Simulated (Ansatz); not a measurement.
**Structure optimisation: tellurium, A15**

Computed with DFT, RPBE, plane waves (420 eV) with PAW, scalar-relativistic (Ansatz). The PAW files were generated under PBE, with cores re-solved for the functional.

k-point mesh 4×4×4, Fermi-Dirac smearing 0.1 eV, no spin polarisation. Cell and atoms relax.

Starting structure:

```yaml
crystal:
  lattice:
    - [6.1330711348, 0.0, 0.0]
    - [0.0, 6.1330711348, 0.0]
    - [0.0, 0.0, 6.1330711348]
  atoms:
    - { symbol: Te, position: [0.0, 0.0, 0.0] }
    - { symbol: Te, position: [0.5, 0.5, 0.5] }
    - { symbol: Te, position: [0.25, 0.0, 0.5] }
    - { symbol: Te, position: [0.75, 0.0, 0.5] }
    - { symbol: Te, position: [0.5, 0.25, 0.0] }
    - { symbol: Te, position: [0.5, 0.75, 0.0] }
    - { symbol: Te, position: [0.0, 0.5, 0.25] }
    - { symbol: Te, position: [0.0, 0.5, 0.75] }
hamiltonian:
  xc: rpbe
  pseudopotentials:
    kind: paw
    azcp:
      Te: "pseudopotentials/Te.paw.azcp"
basis:
  ecutwfc: 420
  fft_grid_basis: typed
kpoints:
  mp_grid: { grid: [4, 4, 4], shift: [0, 0, 0] }
magnetization:
  spin_polarized: false
scf:
  occupations: { method: fermi_dirac, width: 0.1 }
relax:
  max_steps: 60
  f_tol: 0.01
  cell: {}
output:
  write_density: true
  write_potential: true
  elf: true
  volumetric_format: npy
```

Q: What cell does the relaxation end in?

A: Pm-3n with a = 6.216 Å; 30.02 Å³ per atom against 28.84 at the start (4.1 %).

Q: How much energy does the relaxation gain?

A: 7.0 meV per atom.
